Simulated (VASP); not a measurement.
BAs:

```
B As
1.0
     2.93437    0.00000    0.00000
     0.00000    2.93437    0.00000
     0.00000    0.00000    2.93437
B As
1 1
Direct
  0.50000 0.50000 0.50000
  0.00000 0.00000 0.00000
```

The cell was built by a generator and needn't be a form met in nature.

- Program: VASP 6.6.1
- Task: relaxation of cell and atoms
- Functional: LDA
- Potentials or basis: VASP PAW LDA potentials, release 64 (B, As)
- Cutoff: 600 eV
- k mesh: 9 × 9 × 9
- Occupations: methfessel-paxton 2, width 0.02 eV
- Spin: no spin polarisation

At the start: pressure -5.4 GPa; volume 12.63 Å³/atom.

Question: How do energy, volume and symmetry change on relaxing?

Answer: Over 4 steps the energy falls by 10.7 meV/atom and the volume is 12.04 Å³/atom (-4.7 %); space group Pm-3m (No. 221, to 0.05 Å).

Step by step:
| step | energy change (eV) | largest force (eV/Å) | pressure (GPa) | volume (Å³) |
| --- | --- | --- | --- | --- |
| 1 | 0.0000 | 0.0000 | -5.44 | 25.27 |
| 2 | -0.0195 | 0.0000 | 1.66 | 23.73 |
| 3 | -0.0213 | 0.0000 | 0.16 | 24.05 |
| 4 | -0.0214 | 0.0000 | 0.01 | 24.09 |

Final structure:
```cif
data_structure
_symmetry_space_group_name_H-M 'P 1'
_symmetry_Int_Tables_number 1
_cell_length_a 2.8880
_cell_length_b 2.8880
_cell_length_c 2.8880
_cell_angle_alpha 90.000
_cell_angle_beta 90.000
_cell_angle_gamma 90.000
_cell_volume 24.09
loop_
_atom_site_label
_atom_site_type_symbol
_atom_site_fract_x
_atom_site_fract_y
_atom_site_fract_z
_atom_site_occupancy
B1 B 0.50000 0.50000 0.50000 1
As1 As 0.00000 0.00000 0.00000 1
```
